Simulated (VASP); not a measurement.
# Al2O3 (Pbcn) in VASP: further runs, part 4 of 4

VASP 6.6.1. Earlier steps stand in the parts before.

### Step 6. Relaxation of cell and atoms, PBEsol, target pressure 113 GPa, at which the enthalpy is minimised

This run uses another cell than the first one, of 6.39 Å³/atom, 0.987 times its volume.

File INCAR:

```
ALGO = Normal
EDIFF = 1E-7
EDIFFG = -0.005
ENCUT = 600
GGA = PS
IBRION = 2
ISIF = 3
ISMEAR = 0
KPAR = 4
LASPH = T
LCHARG = F
LREAL = F
LWAVE = F
NELM = 80
NSW = 90
PREC = Accurate
PSTRESS = 1130.0
SIGMA = 0.03
```

File KPOINTS:

```
k-points
0
Gamma
  4 6 6
```

File POSCAR:

```
Al2O3                                   
1.0
    6.3972276332      0.0000000000      0.0000000000
    0.0000000000      4.3811115129     -0.0000000000
    0.0000000000     -0.0000000000      4.5621811765
  Al              O             
     8    12
Direct
     0.3867724752607122    0.2538651821188248    0.0400308952957530
     0.6132275247392880    0.2538651821188248    0.4599691047042470
     0.1132275247392878    0.2461348178811751    0.5400308952957530
     0.8867724752607120    0.2461348178811751    0.9599691047042470
     0.6132275247392880    0.7461348178811753    0.9599691047042470
     0.3867724752607122    0.7461348178811753    0.5400308952957530
     0.8867724752607120    0.7538651821188247    0.4599691047042470
     0.1132275247392878    0.7538651821188247    0.0400308952957530
     0.6544202991692716    0.1065160728349048    0.1034926622027733
     0.3455797008307285    0.1065160728349048    0.3965073377972268
     0.8455797008307284    0.3934839271650952    0.6034926622027732
     0.1544202991692716    0.3934839271650952    0.8965073377972268
     0.3455797008307285    0.8934839271650954    0.8965073377972268
     0.6544202991692716    0.8934839271650954    0.6034926622027732
     0.1544202991692716    0.6065160728349046    0.3965073377972268
     0.8455797008307284    0.6065160728349046    0.1034926622027733
     0.0000000000000000    0.0591253908425492    0.2500000000000000
     0.5000000000000000    0.4408746091574506    0.7500000000000000
     0.0000000000000000    0.9408746091574508    0.7500000000000000
     0.5000000000000000    0.5591253908425492    0.2500000000000000
```

Potentials or basis: VASP PAW PBE potentials, release 64 (Al, O).

Started as:

```
cat potpaw_PBE.64/Al/POTCAR potpaw_PBE.64/O/POTCAR > POTCAR
mpirun -np 4 vasp_std > vasp.out
```

OUTCAR:

```text
EDIFF = 1E-7
   EDIFFG = -0.005
   ENCUT = 600
   GGA = PS
   IBRION = 2
   ISIF = 3
   ISMEAR = 0
   LASPH = T
   LREAL = F
   NELM = 80
   NSW = 90
   PREC = Accurate
   PSTRESS = 1130.0

 ion  position               nearest neighbor table
   1  0.387  0.254  0.040-  18 1.72  13 1.73  12 1.74  10 1.77  20 1.80   9 1.85   2 2.40   5 2.62
                             5 2.68   8 2.80   8 2.80   3 2.88   3 2.88   2 3.02   6 3.14   6 3.14
   2  0.613  0.254  0.460-  18 1.72  14 1.73  11 1.74   9 1.77  20 1.80  10 1.85   1 2.40   6 2.62
                             6 2.68   7 2.80   7 2.80   4 2.88   4 2.88   1 3.02   5 3.14   5 3.14
   3  0.113  0.246  0.540-  17 1.72  15 1.73  10 1.74  12 1.77  19 1.80  11 1.85   4 2.40   7 2.62
                             7 2.68   6 2.80   6 2.80   1 2.88   1 2.88   4 3.02   8 3.14   8 3.14
   4  0.887  0.246  0.960-  17 1.72  16 1.73   9 1.74  11 1.77  19 1.80  12 1.85   3 2.40   8 2.62
                             8 2.68   5 2.80   5 2.80   2 2.88   2 2.88   3 3.02   7 3.14   7 3.14
   5  0.613  0.746  0.960-  20 1.72   9 1.73  16 1.74  14 1.77  18 1.80  13 1.85   6 2.40   1 2.62
                             1 2.68   4 2.80   4 2.80   7 2.88   7 2.88   6 3.02   2 3.14   2 3.14
   6  0.387  0.746  0.540-  20 1.72  10 1.73  15 1.74  13 1.77  18 1.80  14 1.85   5 2.40   2 2.62
                             2 2.68   3 2.80   3 2.80   8 2.88   8 2.88   5 3.02   1 3.14   1 3.14
   7  0.887  0.754  0.460-  19 1.72  11 1.73  14 1.74  16 1.77  17 1.80  15 1.85   8 2.40   3 2.62
                             3 2.68   2 2.80   2 2.80   5 2.88   5 2.88   8 3.02   4 3.14   4 3.14
   8  0.113  0.754  0.040-  19 1.72  12 1.73  13 1.74  15 1.77  17 1.80  16 1.85   7 2.40   4 2.62
                             4 2.68   1 2.80   1 2.80   6 2.88   6 2.88   7 3.02   3 3.14   3 3.14
[... 246 lines left out ...]
  -------------------------------------------------------------------------------------
  Total       90.1101186     90.0641187     90.2146376      0.0000000     -0.0000000      0.0000000
  in kB     1129.1080487   1128.5316563   1130.4177048      0.0000000     -0.0000000      0.0000000
  external PRESSURE =      -0.6475300 kB  Pullay stress =    1130.0000000 kB
[... 99 lines left out ...]
--------------------------------------- Ionic step        3  -------------------------------------------

 number of electron      95.9999997 magnetization

 Free energy of the ion-electron system (eV)
  ---------------------------------------------------
  ext. energy  EPLUGINS =         0.00000000
  ---------------------------------------------------
  free energy    TOTEN  =      -144.37688161 eV

  energy without entropy =     -144.37688161  energy(sigma->0) =     -144.37688161

 E-fermi :  10.3828     XC(G=0): -13.5051

 val. band max:       10.2393051793   @ k =   0.0000   0.0000   0.0000
 cond. band min:      19.1659437412   @ k =   0.0000   0.0000   0.0000
 fundamental gap:      8.9266385619
 Fermi energy:        10.3828184094

 k-point     1 :       0.0000    0.0000    0.0000
  band No.  band energies     occupation
      1     -11.7285      2.00000
      2      -9.8919      2.00000
      3      -9.1086      2.00000
      4      -8.5132      2.00000
      5      -8.2760      2.00000
      6      -8.1816      2.00000
[... 1477 lines left out ...]
     58      22.5071      0.00000
     59      23.0939      0.00000

 [... further k-points ...]
[... 5 lines left out ...]
  --------------------------------------------------------------------------------------
  -------------------------------------------------------------------------------------
  Total       90.1606558     90.1802573     90.2227552      0.0000000      0.0000000      0.0000000
  in kB     1129.9062246   1130.1518731   1130.6844622      0.0000000      0.0000000      0.0000000
  external PRESSURE =       0.2475200 kB  Pullay stress =    1130.0000000 kB
[... 39 lines left out ...]
  energy  without entropy=     -144.3768816072  energy(sigma->0) =     -144.37688161

  enthalpy is  TOTEN    =       -54.2087429741 eV   P V=       90.1681386330

 reached required accuracy - stopping structural energy minimisation
```

OSZICAR:

```text
N       E                     dE             d eps       ncg     rms          rms(c)
DAV:   1     0.597620164879E+03    0.59762E+03   -0.58959E+04  5664   0.180E+03
DAV:   2    -0.133757930132E+03   -0.73138E+03   -0.71399E+03  6904   0.374E+02
DAV:   3    -0.162066072327E+03   -0.28308E+02   -0.28230E+02  6712   0.776E+01
[... 24 lines left out ...]
DAV:   2    -0.144376887945E+03    0.23219E-04   -0.12011E-04  6709   0.524E-02    0.170E-02
DAV:   3    -0.144376882569E+03    0.53762E-05   -0.17315E-05  6680   0.227E-02    0.562E-03
DAV:   4    -0.144376881963E+03    0.60604E-06   -0.25212E-06  6653   0.829E-03    0.274E-03
DAV:   5    -0.144376881629E+03    0.33324E-06   -0.54674E-07  6647   0.410E-03    0.740E-04
DAV:   6    -0.144376881607E+03    0.22190E-07   -0.57997E-08  3606   0.128E-03
   3 F= -.54208743E+02 E0= -.54208743E+02  d E =-.153282E-04
```

CONTCAR:

```text
Al2O3
   1.00000000000000
     6.3967988783553995    0.0000000000000000    0.0000000000000000
     0.0000000000000000    4.3806281335436914    0.0000000000000000
     0.0000000000000000   -0.0000000000000000    4.5623243682852053
  Al              O
     8    12
Direct
     0.3867691706979854    0.2538388356494042    0.0400302417864345
     0.6132308293020146    0.2538388356494042    0.4599697582135654
     0.1132308293020145    0.2461611643505958    0.5400302417864344
     0.8867691706979854    0.2461611643505958    0.9599697582135656
     0.6132308293020146    0.7461611643505959    0.9599697582135656
     0.3867691706979854    0.7461611643505959    0.5400302417864344
[... 12 lines left out ...]
     0.0000000000000000    0.9408785338568753    0.7500000000000000
     0.5000000000000000    0.5591214661431247    0.2500000000000000

  0.00000000E+00  0.00000000E+00  0.00000000E+00
  0.00000000E+00  0.00000000E+00  0.00000000E+00
  0.00000000E+00  0.00000000E+00  0.00000000E+00
  0.00000000E+00  0.00000000E+00  0.00000000E+00
  0.00000000E+00  0.00000000E+00  0.00000000E+00
  0.00000000E+00  0.00000000E+00  0.00000000E+00
[... 12 lines left out ...]
  0.00000000E+00  0.00000000E+00  0.00000000E+00
  0.00000000E+00  0.00000000E+00  0.00000000E+00
```

Run time: 3.3 min. Hardware: 4 MPI ranks of Intel Xeon Platinum 8488C (Sapphire Rapids), shared host; peak memory 0.46 GiB.

Results:

```
Free energy                                            : -144.3769 eV
Relaxed volume                                         : 6.39 Å³/atom
Relaxed cell                                           : a = 6.397 Å, b = 4.381 Å, c = 4.562 Å, α = 90.00°, β = 90.00°, γ = 90.00°
Space group after relaxing (to 0.05 Å)                 : Pbcn (No. 60)
Energy change on relaxing (the enthalpy is what falls) : +0.7 meV/atom
Ionic steps                                            : 3
Pressure after relaxing                                : 113.0 GPa
Band gap on the k mesh                                 : 8.93 eV, direct
```

Forces on the atoms (eV/Å):
```
Al  -0.001  0.001  0.002
Al   0.001  0.001 -0.002
Al   0.001 -0.001  0.002
Al  -0.001 -0.001 -0.002
Al   0.001 -0.001 -0.002
Al  -0.001 -0.001  0.002
Al  -0.001  0.001 -0.002
Al   0.001  0.001  0.002
O    0.000  0.000  0.002
O    0.000  0.000 -0.002
O    0.000  0.000  0.002
O    0.000  0.000 -0.002
O    0.000  0.000 -0.002
O    0.000  0.000  0.002
O    0.000  0.000 -0.002
O    0.000  0.000  0.002
O    0.000  0.001  0.000
O    0.000 -0.001  0.000
O    0.000 -0.001  0.000
O    0.000  0.001  0.000
```

The path:
```csv
step,energy change (eV),largest force (eV/Å),pressure (GPa),volume (Å³)
1,0.0000,0.0062,112.94,127.86
2,0.0337,0.0137,113.18,127.82
3,0.0131,0.0022,113.02,127.85
```

Final structure:
```
Al O
1.0
     6.39680    0.00000    0.00000
     0.00000    4.38063    0.00000
     0.00000    0.00000    4.56232
Al O
8 12
Direct
  0.38677 0.25384 0.04003
  0.61323 0.25384 0.45997
  0.11323 0.24616 0.54003
  0.88677 0.24616 0.95997
  0.61323 0.74616 0.95997
  0.38677 0.74616 0.54003
  0.88677 0.75384 0.45997
  0.11323 0.75384 0.04003
  0.65441 0.10650 0.10349
  0.34559 0.10650 0.39651
  0.84559 0.39350 0.60349
  0.15441 0.39350 0.89651
  0.34559 0.89350 0.89651
  0.65441 0.89350 0.60349
  0.15441 0.60650 0.39651
  0.84559 0.60650 0.10349
  0.00000 0.05912 0.25000
  0.50000 0.44088 0.75000
  0.00000 0.94088 0.75000
  0.50000 0.55912 0.25000
```

Caveat: the cell is relaxed towards a set pressure, so the enthalpy falls and the energy may rise; the PAW data sets were made with another functional, which shifts forces and pressure a little. A k mesh can miss the band edges.

### Step 7. The runs side by side

```csv
level,cell,target pressure,gap on the mesh (eV),pressure (GPa)
PBE,relaxed to 113 GPa,113 GPa,8.86,113.0
PBE,relaxed,-,5.33,0.0
PBEsol,relaxed to 113 GPa,113 GPa,8.93,113.0
```

Alike in all rows: task relaxation of cell and atoms; potentials or basis VASP PAW PBE potentials, release 64 (Al, O); no spin polarisation; k mesh 4 × 6 × 6; cutoff (eV) 600; smearing gaussian 0.03 eV.

Caveats: the cell is relaxed towards a set pressure, so the enthalpy falls and the energy may rise (some runs); the PAW data sets were made with another functional, which shifts forces and pressure a little (some runs).

Total energies depend on the potentials used, so only differences within one code and one set of settings carry meaning.
